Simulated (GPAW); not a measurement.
Runs of GPAW 26.7.0 on ZrC. Symmetry: Fm-3m, No. 225, cubic system. Conventional cell: a = 4.730 Å, b = 4.730 Å, c = 4.730 Å, α = 90.00°, β = 90.00°, γ = 90.00°. Around Zr (site symmetry m-3m) lie 6 C at 2.37 Å. Around C (site symmetry m-3m) lie 6 Zr at 2.37 Å. 

```csv
task,level,cell,optimizer,fmax,max steps,convergence,target pressure,gap on the mesh (eV),pressure (GPa),relaxed volume (Å³/atom)
single point,PBEsol,"atoms moved at random, drawn with an rms of 0.05 Å",-,-,-,-,-,none,-9.1,-
single point,PBEsol,as given,-,-,-,-,-,none,(b),-
relaxation of cell and atoms,PBEsol+D3,relaxed,BFGS,0.02 eV/Å,60,density=1e-05 forces=0.0001,-,none,0.0,12.49
relaxation of cell and atoms,PBEsol+D3(BJ),relaxed,BFGS,0.02 eV/Å,60,density=1e-05 forces=0.0001,-,none,0.0,(a)
relaxation of cell and atoms,PBEsol,relaxed to 2 GPa,BFGS,0.02 eV/Å,60,density=1e-05 forces=0.0001,2 GPa,none,2.0,-
relaxation of cell and atoms,PBEsol,relaxed to 10 GPa,BFGS,0.02 eV/Å,60,density=1e-05 forces=0.0001,10 GPa,none,10.0,-
relaxation of cell and atoms,PBEsol+D4,relaxed,BFGS,0.02 eV/Å,60,density=1e-05 forces=0.0001,-,none,0.0,12.57
relaxation of cell and atoms,PBEsol,relaxed to 20 GPa,BFGS,0.02 eV/Å,60,density=1e-05 forces=0.0001,20 GPa,none,19.9,-
relaxation of cell and atoms,PBEsol+D3(BJ)+ATM,relaxed,BFGS,0.02 eV/Å,60,density=1e-05 forces=0.0001,-,none,0.0,12.44
relaxation of cell and atoms,PBEsol,relaxed to 30 GPa,BFGS,0.02 eV/Å,60,density=1e-05 forces=0.0001,30 GPa,none,29.8,-
relaxation of cell and atoms,PBEsol,relaxed to 5 GPa,BFGS,0.02 eV/Å,60,density=1e-05 forces=0.0001,5 GPa,none,5.0,-
relaxation of cell and atoms,PBEsol,relaxed,BFGS,0.02 eV/Å,60,density=1e-05 forces=0.0001,-,none,0.0,12.67
```

Alike in all rows: potentials or basis PAW data sets generated in the run's folder for this functional, pw; no spin polarisation; k mesh 10 × 10 × 10; cutoff (eV) 800; smearing fermi-dirac 0.05 eV.

Q: Fill in the values left out.

A: (a) 12.40; (b) -9.3.

Caveats: later steps reuse the first step's grids (some runs); pairwise dispersion overbinds metals, which lowers pressure and volume (some runs).

A k mesh can miss the band edges, and the runs leave out spin-orbit coupling on Zr.

A gap of «none» marks a metal or a gap under the smearing width.
